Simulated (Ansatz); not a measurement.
InSe, space group C2/m, a projected density of states

Computed with the Python package of Ansatz (0.2.0).

Script `pdos_inse.py`:
```python
# -*- coding: utf-8 -*-
"""Projected density of states of InSe."""

import ansatz as az
import numpy as np
from pymatgen.core import Lattice, Structure
from pymatgen.io.ase import AseAtomsAdaptor

MESH = (6, 6, 6)
XC = "pbesol"
FILLING = "fixed"
N_EMPTY = 14

pmg_structure = Structure(
    Lattice([[5.867903, -2.055, 0.0], [5.867903, 2.055, 0.0], [-1.599415, 0.0, 4.323653]]),
    ["In", "In", "Se", "Se"],
    [
        [0.884, 0.884, 0.005],
        [0.116, 0.116, 0.995],
        [0.66, 0.66, 0.642],
        [0.34, 0.34, 0.358],
    ],
)
inse = az.Crystal.from_ase(AseAtomsAdaptor.get_atoms(pmg_structure))

setup = (
    inse.calculation()
    .kpoints(*MESH)
    .functional(XC)
    .basis(31 * az.Ry)
    .occupations(FILLING)
    .scf(extra_bands=N_EMPTY)
    .density_of_states(projected=True, energy_step=0.05)
)
history = []
done = setup.session().plan().execute(on_event=lambda event: history.append(event["data"]["dr2_ev"]) if event["event"] == "scf_iter" else None)
rep = done.report
print("density residual by iteration (eV):", " ".join(f"{value:.1e}" for value in history[:40]))

dos = done.density_of_states()
energy = np.asarray(dos.energies_ev) - dos.fermi_ev
curves = {}
for site in done.projected_density_of_states().sites:
    for shell in site.shells:
        weight = sum(np.sum(curve.g_bin_mean_per_ev, axis=0) for curve in shell.curves)
        name = f"{site.species} {shell.label}"
        curves[name] = curves.get(name, 0) + weight

print("E-EF   " + " ".join(f"{name:>8s}" for name in curves))
for e in np.arange(-10, 4 + 0.1, 0.5):
    print(f"{e:5.1f}  " + " ".join(f"{np.interp(e, energy, g):8.3f}" for g in curves.values()))
```

```console
$ python pdos_inse.py
density residual by iteration (eV): 1.8e-02 2.2e-03 1.9e-04 3.0e-05 8.7e-07 1.5e-07 1.0e-08
E-EF      In 5S    In 5P    In 4D    Se 4S    Se 4P    Se 3D
-10.0     0.000    0.000    0.000    0.000    0.000    0.000
 -9.5     0.000    0.000    0.000    0.000    0.000    0.000
 -9.0     0.000    0.000    0.000    0.000    0.000    0.000
 -8.5     0.000    0.000    0.000    0.000    0.000    0.000
 -8.0     0.000    0.000    0.000    0.000    0.000    0.000
 -7.5     0.000    0.000    0.000    0.000    0.000    0.000
 -7.0     0.000    0.000    0.000    0.000    0.000    0.000
 -6.5     0.277    0.066    0.003    0.008    0.176    0.000
 -6.0     1.120    0.220    0.011    0.086    0.652    0.000
 -5.5     0.336    0.059    0.003    0.038    0.172    0.000
 -5.0     1.044    0.471    0.014    0.182    1.805    0.000
 -4.5     0.313    0.105    0.004    0.111    0.547    0.000
 -4.0     0.154    0.445    0.008    0.076    0.990    0.000
 -3.5     0.087    0.533    0.010    0.025    1.172    0.000
 -3.0     0.125    0.618    0.014    0.043    1.567    0.000
 -2.5     0.124    0.591    0.013    0.036    1.645    0.000
 -2.0     0.153    0.784    0.020    0.038    2.590    0.000
 -1.5     0.151    0.653    0.019    0.034    2.338    0.000
 -1.0     0.197    0.742    0.031    0.035    3.673    0.000
 -0.5     0.114    0.274    0.011    0.014    1.287    0.000
  0.0     0.000    0.000    0.000    0.000    0.001    0.000
  0.5     0.000    0.000    0.000    0.000    0.000    0.000
  1.0     0.000    0.000    0.000    0.000    0.000    0.000
  1.5     0.670    0.335    0.004    0.095    0.523    0.000
  2.0     0.731    0.409    0.004    0.094    0.666    0.000
  2.5     0.305    0.691    0.004    0.107    0.385    0.000
  3.0     0.216    1.094    0.005    0.088    0.433    0.000
  3.5     0.199    1.956    0.007    0.068    0.663    0.000
  4.0     0.082    0.654    0.002    0.036    0.192    0.000
```

Caveats:
- Semilocal gaps usually lie well under measured ones.
- Under fixed occupations the level called the Fermi level is the highest filled one on the SCF mesh; off the mesh a filled band can lie a little above it.
- This is a high-temperature or high-pressure form, not the ambient phase.
- The crystal has a gap of about 1.05 eV on the mesh; bins of finite width blur the band edges.
- The starting cell is as deposited in a crystallographic database; the results hold for this polymorph, which needn't be the stable one.
- Curves are summed over the cell's atoms. Only shells that the potentials hold have channels, so projections don't add up to the total, least of all where a shell is missing (p of most metals); heights and places of peaks move with the mesh.
- The density of states is complete only as far up as bands were computed.
- The whole script took 18 s on 1 thread of Intel(R) Xeon(R) Processor @ 2.30GHz, with other jobs on the host, peak memory 0.74 GiB.
